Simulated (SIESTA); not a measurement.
The system is Au.

```
Au
1.0
     0.00000    2.03500    2.03500
     2.03500    0.00000    2.03500
     2.03500    2.03500    0.00000
Au
1
Direct
  0.00000 0.00000 0.00000
```

Base run:

| Quantity | Value |
| --- | --- |
| Program | SIESTA 5.4.2 |
| Functional | PBE |
| Potentials or basis | PseudoDojo 0.4 standard (PBE files) |
| Basis | DZP (energy shift 0.002 Ry) |
| Grid cutoff | 800 Ry |
| Energy shift | 0.002 Ry |
| k mesh | 11 × 11 × 11 |
| Occupations | fermi-dirac, width 0.05 eV |
| Spin | no spin polarisation |

Its results: band gap on the k mesh none (metal or under the smearing width); pressure 12.1 GPa.

Task: After a change of settings the same cell gave: band gap on the k mesh none (metal or under the smearing width); pressure 10.7 GPa. Which change was it?
A. basis from DZP (energy shift 0.002 Ry) to DZ (energy shift 0.002 Ry)
B. potentials or basis from PseudoDojo 0.4 standard (PBE files) to PseudoDojo 0.5 stringent (PBE files)
C. functional from PBE to LDA; potentials or basis from PseudoDojo 0.4 standard (PBE files) to PseudoDojo 0.4 standard (LDA files)
D. potentials or basis from PseudoDojo 0.4 standard (PBE files) to SPMS 1.0 (PBE files) or PseudoDojo by element

Result: A.

Caveats: semicore shells carry a single zeta, which can move pressures by several GPa and volumes by a few percent; the basis of atomic orbitals isn't converged, which shifts pressures, moduli and gaps; the basis has no polarisation orbitals (some runs).

Not every run made on this cell is shown here.
